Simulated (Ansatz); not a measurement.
All-electron LAPW in Ansatz 0.2.0 under PBE, scalar-relativistic, energies extrapolated to zero smearing. Slabs are 1×1 cells cut from bulk crystals relaxed on PAW files, with atoms then relaxed, 16 to 20 Å of vacuum, a dipole correction, k spacings of 0.16 to 0.26 Å⁻¹ and smearing of 0.02 to 0.1 eV, without spin–orbit coupling or spin polarisation. The bulk type named needn't be the stable one, and no reconstruction is allowed.

```
                    slab  area (Å²)  γ (J/m²)  Φ (eV)  Δd12 (%)
  fcc Sr (111), 3 layers      15.79         ?       –      -3.2
  fcc Sr (100), 4 layers      18.23      0.35    2.52      -2.1
  fcc Sr (100), 6 layers      18.23      0.35    2.50      -2.2
hcp Sr (11-20), 3 layers      51.81      0.38       ?      -1.9
```

(1) Give the missing entry: row "fcc Sr (111), 3 layers", column "γ (J/m²)".

(2) Fill in "Φ (eV)" for the row "hcp Sr (11-20), 3 layers".

Results:

(1) 0.34.

(2) 2.54.
